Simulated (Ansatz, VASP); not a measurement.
## One calculation of Tl, two programs

Contents of INCAR:

```
PREC = Accurate
ENCUT = 520
EDIFF = 1E-6
ISMEAR = 0
SIGMA = 0.15
LREAL = F
LASPH = T
NELM = 80
ALGO = Fast
ISIF = 2
LWAVE = F
LCHARG = F
GGA = PS
NBANDS = 12
```

The input KPOINTS:

```
Automatic mesh
0
Gamma
  20 20 20
```

POSCAR

```
Tl
1.0
   -1.9957046058      1.9957046058      1.8360482373
    1.9957046058     -1.9957046058      1.8360482373
    1.9957046058      1.9957046058     -1.8360482373
Tl
1
Direct
    0.0000000000      0.0000000000      0.0000000000
```

Input for Ansatz:

```yaml
crystal:
  lattice:
    - [-1.9957046058, 1.9957046058, 1.8360482373]
    - [1.9957046058, -1.9957046058, 1.8360482373]
    - [1.9957046058, 1.9957046058, -1.8360482373]
  atoms:
    - { symbol: Tl, position: [0.0, 0.0, 0.0] }
basis:
  ecutwfc: 420
kpoints:
  mp_grid: { grid: [20, 20, 20] }
hamiltonian:
  xc: pbesol
scf:
  occupations: { method: gaussian, width: 0.15 }
output:
  forces: true
  stress: true
  eigenvalues: true
```

Alike in both runs: task single point; functional PBEsol; k mesh 20 × 20 × 20; occupations gaussian, width 0.15 eV; no spin polarisation.

```csv
,VASP,Ansatz
version,VASP 6.6.1,Ansatz 0.2.0
potentials or method,"VASP PAW PBE potentials, release 64 (Tl_d)","scalar-relativistic, plane waves, PAW"
plane-wave cutoff (eV),520,420
valence electrons in the cell,13,13
```

|  | VASP | Ansatz | Ansatz less VASP |
| --- | --- | --- | --- |
| gap on the k mesh at the Fermi level (eV) | none | none | - |
| pressure (GPa) | -0.8 | -0.8 | +0.05 |
| largest component of the traceless stress (GPa) | 0.46 | 0.46 | -0.001 |

A gap of «none» marks a metal or a gap that the smearing closes.

Caveats: the PAW data sets were made with another functional, which shifts forces and pressure a little (VASP). The runs have no spin-orbit coupling, so splittings on Tl are missing.
